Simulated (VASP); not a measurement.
# Dy (P6_3/mmc) in VASP: a series of runs, part 2 of 2

VASP 6.6.1.

**3. Single point, PBEsol, collinear spin, ferromagnetic start**

INCAR

```
SYSTEM = Dy
PREC     = Accurate       ! precision mode
ENCUT    = 520            ! plane-wave cutoff, eV
EDIFF    = 1E-6           ! SCF threshold, eV
ISMEAR   = 1              ! smearing method
SIGMA    = 0.2            ! smearing width, eV
LREAL    = .False.        ! projectors in reciprocal space
LASPH    = .True.         ! aspherical terms in the spheres
NELM     = 100            ! most SCF steps
ALGO     = Normal         ! electronic algorithm
ISIF     = 2              ! what is computed and relaxed
LWAVE    = .False.        ! write WAVECAR
LCHARG   = .False.        ! write CHGCAR
ISPIN    = 2              ! spin polarisation
MAGMOM   = 5 5            ! initial moments
LORBIT   = 11             ! projections on sites
LMAXMIX  = 6              ! l up to which the mixer works
GGA      = PS             ! functional
ADDGRID  = .False.
```

KPOINTS

```
regular mesh
0
Gamma
  5 5 3
  0 0 0
```

POSCAR

```
Dy
1.0
    3.5903000000      0.0000000000      0.0000000000
   -1.7951500000      3.1092910072      0.0000000000
    0.0000000000      0.0000000000      5.6475000000
Dy
2
Direct
    0.6390340000      0.3471240000      0.7350940000
    0.3239070000      0.6817830000      0.2438910000
```

Potentials or basis: VASP PAW PBE potentials, release 64 (Dy_3), 4f in core.

Launch:

```bash
cat potpaw_PBE.64/Dy_3/POTCAR > POTCAR
mpirun -np 1 vasp_std > vasp.out
```

OUTCAR:

```text
SYSTEM = Dy
   PREC = Accurate
   ENCUT = 520
   EDIFF = 1E-6
   ISMEAR = 1
   LREAL = .False.
   LASPH = .True.
   NELM = 100
   ISIF = 2
   ISPIN = 2
   LORBIT = 11
   GGA = PS

 Found     38 irreducible k-points:

 Following reciprocal coordinates:
            Coordinates               Weight
  0.000000  0.000000  0.000000      1.000000
  0.200000  0.000000  0.000000      2.000000
  0.000000  0.200000  0.000000      2.000000
 -0.200000  0.200000  0.000000      2.000000
  0.400000  0.000000  0.000000      2.000000
  0.000000  0.400000  0.000000      2.000000
   k-points           NKPTS =     38   k-points in BZ     NKDIM =     38   number of bands    NBANDS=     18
   number of dos      NEDOS =    301   number of ions     NIONS =      2
   total plane-waves  NPLWV =  32928
   dimension x,y,z NGX =    28 NGY =   28 NGZ =   42
   dimension x,y,z NGXF=    56 NGYF=   56 NGZF=   84
   ions per type =               2
   NGX,Y,Z   is equivalent  to a cutoff of  12.97, 12.97, 12.36 a.u.
   NGXF,Y,Z  is equivalent  to a cutoff of  25.93, 25.93, 24.73 a.u.
 SYSTEM =  Dy
   PREC   = accura    normal or accurate (medium, high low for compatibility)
   ISTART =      0    job   : 0-new  1-cont  2-samecut
   ICHARG =      2    charge: 1-file 2-atom 10-const
   ISPIN  =      2    spin polarized calculation?
   LNONCOLLINEAR =      F non collinear calculations
   LSORBIT =      F    spin-orbit coupling
   LASPH  =      T    aspherical Exc in radial PAW
   ENCUT  =  520.0 eV  38.22 Ry    6.18 a.u.   6.68  6.68 10.50*2*pi/ulx,y,z
   NELM   =    100;   NELMIN=  2; NELMDL= -5     # of ELM steps
   EDIFF  = 0.1E-05   stopping-criterion for ELM
   LREAL  =      F    real-space projection
   EDIFFG = 0.1E-04   stopping-criterion for IOM
   NSW    =      0    number of steps for IOM
   IBRION =     -1    ionic relax: 0-MD 1-quasi-New 2-CG
   NFREE  =      0    steps in history (QN), initial steepest desc. (CG)
   ISIF   =      2    stress and relaxation
   ISYM   =      2    0-nonsym 1-usesym 2-fastsym
   POTIM  = 0.5000    time-step for ionic-motion
   TEBEG  =    0.0;   TEEND  =   0.0 temperature during run
   PSTRESS=    0.0 pullay stress
   NELECT =      18.0000    total number of electrons
   NUPDOWN=      -1.0000    fix difference up-down
   EMIN   =  10.00;   EMAX   =-10.00  energy-range for DOS
   EFERMI =   0.00;   METHOD = LEGACY
   ISMEAR =     1;   SIGMA  =   0.20  broadening in eV -4-tet -1-fermi 0-gaus
   EFERMI_NEDOS =   21; number of points for ismear=-14 and -15
   IALGO  =     38    algorithm
[... 29 lines left out ...]
  free energy    TOTEN  =        -9.86555620 eV

  energy without entropy =       -9.85976109  energy(sigma->0) =       -9.86362450

 E-fermi :   2.9902     XC(G=0):  -9.9614

 val. band max:        2.9896949848   @ k =  -0.4000  -0.2000   0.3333
 cond. band min:       2.9970457177   @ k =  -0.2000  -0.4000   0.3333
 fundamental gap:      0.0073507329
 Fermi energy:         2.9902471172

 spin component 1

 k-point     1 :       0.0000    0.0000    0.0000
  band No.  band energies     occupation
      1     -20.6445      1.00000
      2     -20.0408      1.00000
      3     -20.0256      1.00000
      4     -19.9273      1.00000
      5     -19.9150      1.00000
      6     -19.8941      1.00000
[... 103 lines left out ...]
      5     -20.0496      1.00000
      6     -19.9867      1.00000
[... 10 lines left out ...]
     17       9.1647      0.00000
     18      10.1872      0.00000

 [... further k-points ...]

 spin component 2

 k-point     1 :       0.0000    0.0000    0.0000
  band No.  band energies     occupation
      1     -20.5336      1.00000
      2     -19.9366      1.00000
      3     -19.9193      1.00000
      4     -19.8230      1.00000
      5     -19.8131      1.00000
      6     -19.7989      1.00000
[... 103 lines left out ...]
      5     -19.9513      1.00000
      6     -19.8819      1.00000
[... 10 lines left out ...]
     17       9.3033      0.00000
     18      10.4704      0.00000

 [... further k-points ...]
[... 5 lines left out ...]
  --------------------------------------------------------------------------------------
  -------------------------------------------------------------------------------------
  Total       -0.6013423     -0.5908455     -0.9674899     -0.0533015      0.0017677      0.0226047
  in kB      -15.2821343    -15.0153749    -24.5871783     -1.3545699      0.0449240      0.5744620
  external PRESSURE =     -18.2948958 kB  Pullay stress =       0.0000000 kB

 VOLUME and BASIS-vectors are now :
 -----------------------------------------------------------------------------
  energy-cutoff  :      520.00
  volume of cell :       63.04
      direct lattice vectors                 reciprocal lattice vectors
     3.590300000  0.000000000  0.000000000     0.278528257  0.160808364  0.000000000
    -1.795150000  3.109291007  0.000000000     0.000000000  0.321616728  0.000000000
     0.000000000  0.000000000  5.647500000     0.000000000  0.000000000  0.177069500

 POSITION                                       TOTAL-FORCE (eV/Angst)
 -----------------------------------------------------------------------------------
      1.67118      1.07931      4.15144         0.055950      0.002971      0.140317
     -0.06098      2.11986      1.37737        -0.055950     -0.002971     -0.140317
 -----------------------------------------------------------------------------------
    total drift:                                0.000000     -0.000001      0.000005

  FREE ENERGIE OF THE ION-ELECTRON SYSTEM (eV)
  ---------------------------------------------------
  free  energy   TOTEN  =        -9.8655561969 eV

  energy  without entropy=       -9.8597610945  energy(sigma->0) =       -9.86362450

 total charge

# of ion       s       p       d       tot
------------------------------------------
    1        0.442   6.381   1.108   7.932
    2        0.442   6.381   1.108   7.932
--------------------------------------------------
tot          0.885  12.763   2.216  15.864

 magnetization (x)

# of ion       s       p       d       tot
------------------------------------------
    1        0.008   0.090   0.208   0.306
    2        0.008   0.090   0.208   0.306
--------------------------------------------------
tot          0.017   0.179   0.416   0.612
```

Wall time 90 s (1 thread of Intel Xeon Platinum 8488C (Sapphire Rapids), shared host); peak memory 0.23 GiB.

These settings aren't checked as converged: the numbers below hold their error.

Results:

```
Free energy                                           : -9.8656 eV
Pressure                                              : -1.8 GPa
Largest force                                         : 0.151 eV/Å
Band gap on the k mesh                                : none (metal or under the smearing width)
Net moment                                            : 0.84 μB per cell
Site moments                                          : Dy +0.31 μB
Valence electrons inside the program's atomic spheres : Dy 7.93
```

Caveat: the k mesh is coarse (spacing up to 0.40 Å⁻¹), so the values aren't converged; the magnetic or orbital state may not be the lowest; the PAW data sets were made with another functional, which shifts forces and pressure a little; spin-orbit coupling is left out, which moves the levels of the heavy elements; the 4f electrons are frozen in the core as for a trivalent ion, so they carry no moment and show no levels.

**4. Single point, PBEsol, collinear spin, ferromagnetic start**

INCAR, as its differences from that of step 3:

```diff
@@ -2,3 +2,3 @@
 PREC     = Accurate       ! precision mode
-ENCUT    = 520            ! plane-wave cutoff, eV
+ENCUT    = 280            ! plane-wave cutoff, eV
 EDIFF    = 1E-6           ! SCF threshold, eV
```

KPOINTS

```
regular mesh
0
Gamma
  8 8 4
  0 0 0
```

POSCAR

```
Dy
1.0
    3.5903000000      0.0000000000      0.0000000000
   -1.7951500000      3.1092910072      0.0000000000
    0.0000000000      0.0000000000      5.6475000000
Dy
2
Direct
    0.6666666667      0.3333333333      0.7500000000
    0.3333333333      0.6666666667      0.2500000000
```

Launch:

```bash
cat potpaw_PBE.64/Dy_3/POTCAR > POTCAR
mpirun -np 1 vasp_std > vasp.out
```

It took 50 s on 1 thread of Intel Xeon Platinum 8488C (Sapphire Rapids), shared host; peak memory 0.15 GiB.

The run converged, but some of its settings lie outside the range that counts as converged, so its numbers aren't taken as properties of the crystal.

What came out:

| Item | Value |
| --- | --- |
| Free energy | -9.9007 eV |
| Pressure | -1.8 GPa |
| Band gap on the k mesh | none (metal or under the smearing width) |
| Net moment | 0.17 μB per cell |
| Site moments | Dy +0.06 μB |
| Valence electrons inside the program's atomic spheres | Dy 7.93 |

Caveat: the magnetic or orbital state may not be the lowest; the PAW data sets were made with another functional, which shifts forces and pressure a little; spin-orbit coupling is left out, which moves the levels of the heavy elements; the 4f electrons are frozen in the core as for a trivalent ion, so they carry no moment and show no levels.

**5. Single point, PBEsol, collinear spin, ferromagnetic start**

INCAR is that of step 4.

KPOINTS is that of step 4.

POSCAR

```
Dy
1.0
    3.5903000000      0.0000000000      0.0000000000
   -1.7951500000      3.1092910072      0.0000000000
    0.0000000000      0.0000000000      5.6475000000
Dy
2
Direct
    0.6390340000      0.3471240000      0.7350940000
    0.3239070000      0.6817830000      0.2438910000
```

Launch:

```bash
cat potpaw_PBE.64/Dy_3/POTCAR > POTCAR
mpirun -np 1 vasp_std > vasp.out
```

Wall time 1.7 min (1 thread of Intel Xeon Platinum 8488C (Sapphire Rapids), shared host); peak memory 0.2 GiB.

These settings aren't checked as converged: the numbers below hold their error.

What came out:

- Free energy: -9.8952 eV
- Pressure: -1.8 GPa
- Largest force: 0.153 eV/Å
- Band gap on the k mesh: none (metal or under the smearing width)
- Net moment: 0.12 μB per cell
- Site moments: Dy +0.04 μB
- Valence electrons inside the program's atomic spheres: Dy 7.93

Caveat: the magnetic or orbital state may not be the lowest; the PAW data sets were made with another functional, which shifts forces and pressure a little; spin-orbit coupling is left out, which moves the levels of the heavy elements; the 4f electrons are frozen in the core as for a trivalent ion, so they carry no moment and show no levels.

**6. The reference run**

An earlier run on the cell as given: functional PBE; potentials or basis VASP PAW PBE potentials, release 64 (Dy); cutoff 520 eV; k mesh 9 × 9 × 5; occupations fermi-dirac, width 0.05 eV; collinear spin, ferromagnetic start; starting moments [5.0, 5.0] μB.

* Pressure: 1.9 GPa
* Band gap on the k mesh: none (metal or under the smearing width)
* Net moment: 9.63 μB per cell
* Site moments: Dy +4.63 μB
* Valence electrons inside the program's atomic spheres: Dy 17.77
